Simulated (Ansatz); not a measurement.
Calculated 73Ge nuclear quadrupole resonance for Ge under strain

Cell: a structure deposited in the COD, relaxed with PBE at fixed cell and then changed (z stretched by 3 %, ions relaxed).

```yaml
crystal:
  lattice:
    - [5.93000, 0.00000, 0.00000]
    - [0.00000, 5.93000, 0.00000]
    - [0.00000, 0.00000, 7.18940]
  atoms:
    - { symbol: Ge, position: [0.08782, 0.08782, 0.00000] }
    - { symbol: Ge, position: [0.41218, 0.58782, 0.75000] }
    - { symbol: Ge, position: [0.91218, 0.91218, 0.50000] }
    - { symbol: Ge, position: [0.58782, 0.41218, 0.25000] }
    - { symbol: Ge, position: [0.16929, 0.36876, 0.25262] }
    - { symbol: Ge, position: [0.13124, 0.66929, 0.00262] }
    - { symbol: Ge, position: [0.83071, 0.63124, 0.75262] }
    - { symbol: Ge, position: [0.86876, 0.33071, 0.50262] }
    - { symbol: Ge, position: [0.66929, 0.13124, 0.99738] }
    - { symbol: Ge, position: [0.63124, 0.83071, 0.24738] }
    - { symbol: Ge, position: [0.33071, 0.86876, 0.49738] }
    - { symbol: Ge, position: [0.36876, 0.16929, 0.74738] }
```

Sites (sets of like atoms) are named by element and the number of their first atom in this list.

Computed with Ansatz: DFT, PBE, plane waves and PAW, scalar-relativistic, 420 eV cutoff, Γ-centred 8×8×7 k-points, Fermi–Dirac smearing 0.02 eV.

73Ge: I = 9/2, Q = -196.0 mb (year-2017 value). Static lattice, zero field.

Sites with a gradient: Ge1 (atoms 1, 2, 3, 4; 4 Ge at 2.50–2.51 Å); Ge5 (atoms 5, 6, 7, 8, 9, 10, …; 4 Ge at 2.50–2.54 Å).

(1) The simulated spectrum has lines at 1.70, 2.10, 2.46, 2.48, 3.01, 3.19, 3.54, 3.80, 4.55, 5.66 MHz. Sort them into the sets that belong together, and say which site each set most likely comes from.

Results:

(1) For I = 9/2 and η = 0 the lines are |C_Q|/24 times 1, 2, 3 and 4; η shifts the lowest up most. At large η the states mix, and weaker lines appear at sums of the main ones; lines under 5 % of the strongest are left out. Ge1: 1.70, 2.10, 2.46, 3.01, 3.80 MHz (|C_Q| = 19.1 MHz, η = 0.79). Ge5: 2.48, 3.19, 3.54, 4.55, 5.66 MHz (|C_Q| = 28.6 MHz, η = 0.74).

The sites follow from the calculation. Like point charges on the first shell alone (each adding as 1/d³) would put Ge1 above Ge5: the covalent part of each bond and the atoms beyond the first shell count as well.

With a gap of 0.5 eV on this mesh, the gradients can still move by some per cent as the k-mesh gets denser.

The relaxation (3 steps) took 59 s of wall time (3.7 min of CPU time) and 1.8 GiB at its peak, on 4 threads of Intel Xeon 6975P-C (Granite Rapids) (x86_64; 16 cores open to the job, memory cap 8.0 GiB, no GPU), a shared host with a load of 0.6 a core.
